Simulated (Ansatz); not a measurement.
A 3-atom cell of Li2S started from a crystallographic database, relaxed with r2SCAN, was run in the plane-wave code Ansatz under altered settings. All numbers are computed, without spin polarisation but where a row says otherwise.

```
CELL_PARAMETERS angstrom
0.00000 2.84529 2.84529
2.84529 0.00000 2.84529
2.84529 2.84529 0.00000
ATOMIC_POSITIONS crystal
Li 0.25000 0.25000 0.25000
Li 0.75000 0.75000 0.75000
S 0.00000 0.00000 0.00000
```

The base run's other keys:
```yaml
kpoints:
  mp_grid: { grid: [6, 6, 6] }
hamiltonian:
  xc: pbe
scf:
  occupations: { method: fixed }
  n_extra_bands: 4
```

It takes 7 iterations with 893 plane waves at 420 eV and 16 k points, and leaves a mean stress of +0.33 GPa. The gap over this mesh is 3.388 eV. It ran on 4 threads of Arm Neoverse N1 (shared host).

Outcomes, with energy and stress as changes against the base:
```
                                               setting            outcome  ΔF (meV/atom)  Δ mean stress (GPa)  gap on the mesh (eV)  iterations  wall time
                                    basis.ecutwfc: 350  converged, warned           +0.4                 0.00                 3.389           7     0.46 s
                                hamiltonian.xc: pbesol          converged              –                -1.09                 3.217           6     0.53 s
hamiltonian.pseudopotentials: nc (cutoff then 1034 eV)          converged              –                -0.03                 3.392           7      1.3 s
                                  scf.n_extra_bands: 0          converged            0.0                 0.00                 3.389           6      0.5 s
                                    basis.ecutwfc: 600          converged           -0.2                 0.00                 3.388           7     0.89 s
                                basis.ecutrho_ratio: 8          converged            0.0                 0.00                 3.388           7     0.67 s
                                    basis.ecutwfc: 500          converged           -0.1                 0.00                 3.388           7     0.92 s
          hamiltonian.xc: mr2scan (cutoff then 500 eV)          converged              –                -0.33                 3.874           6      1.4 s
                    kpoints.mp_grid.shift: [0, 0, 0.5]  converged, warned           -0.1                 0.00                 3.660           7     0.63 s
                kpoints.mp_grid.shift: [0.5, 0.5, 0.5]  converged, warned           -0.1                 0.00                 3.660           7     0.62 s
                            scf.occupations: cold 0.05          converged            0.0                 0.00                 3.389           6     0.47 s
                scf.occupations: methfessel_paxton 0.5          converged            0.0                 0.00                 3.389           6     0.47 s
                                 scf.n_extra_bands: 24          converged            0.0                 0.00                 3.389           6     0.67 s
                                    basis.ecutwfc: 160  converged, warned           +984                -0.49                 3.392           6     0.33 s
```
A dash marks a value that wasn't obtained or can't be compared. Stress is positive in compression. Its mean hides that meshes of lower symmetry stress the axes unequally. The base took 0.48 s.

- basis.ecutwfc: 350. 701 plane waves in place of 893. Energy, stress and gap stay within 1 meV an atom, 0.1 GPa and 0.005 eV of the base. Even this lower cutoff holds these numbers. Warned: cutoff below recommended.
- hamiltonian.xc: pbesol. The mean stress moves by -1.09 GPa and the gap on the mesh by -0.171 eV (to 3.217). It's another functional on the same cell, so totals aren't comparable.
- hamiltonian.xc: mr2scan. The cutoff follows the functional, from 420 to 500 eV. The mean stress moves by -0.33 GPa and the gap on the mesh by +0.485 eV (to 3.874). It's another functional on the same cell, so totals aren't comparable.
- kpoints.mp_grid.shift: [0, 0, 0.5]. The free energy moves by -0.1 meV an atom, the mean stress by 0.00 GPa and the gap on the mesh by +0.271 eV (to 3.660). The mesh breaks the crystal's symmetry, so the stress, and any force that symmetry no longer fixes, lose it too. The gap changes mostly because other points are sampled; a mesh that misses a band edge overestimates it. Warned: symmetry narrowed by mesh.
- kpoints.mp_grid.shift: [0.5, 0.5, 0.5]. The free energy moves by -0.1 meV an atom, the mean stress by 0.00 GPa and the gap on the mesh by +0.271 eV (to 3.660). The mesh breaks the crystal's symmetry, so the stress, and any force that symmetry no longer fixes, lose it too. The gap changes mostly because other points are sampled; a mesh that misses a band edge overestimates it. Warned: symmetry narrowed by mesh.
- basis.ecutwfc: 160. 181 plane waves in place of 893. The free energy moves by +984 meV an atom, the mean stress by -0.49 GPa and the gap on the mesh by +0.004 eV (to 3.392). The basis is too small: these are errors of the cutoff. Warned: cutoff below recommended.

Within 1 meV an atom, 0.1 GPa and 0.005 eV of the base stay: basis.ecutwfc: 350; scf.n_extra_bands: 0; basis.ecutwfc: 600; basis.ecutrho_ratio: 8; basis.ecutwfc: 500; scf.occupations: cold 0.05; scf.occupations: methfessel_paxton 0.5; scf.n_extra_bands: 24.
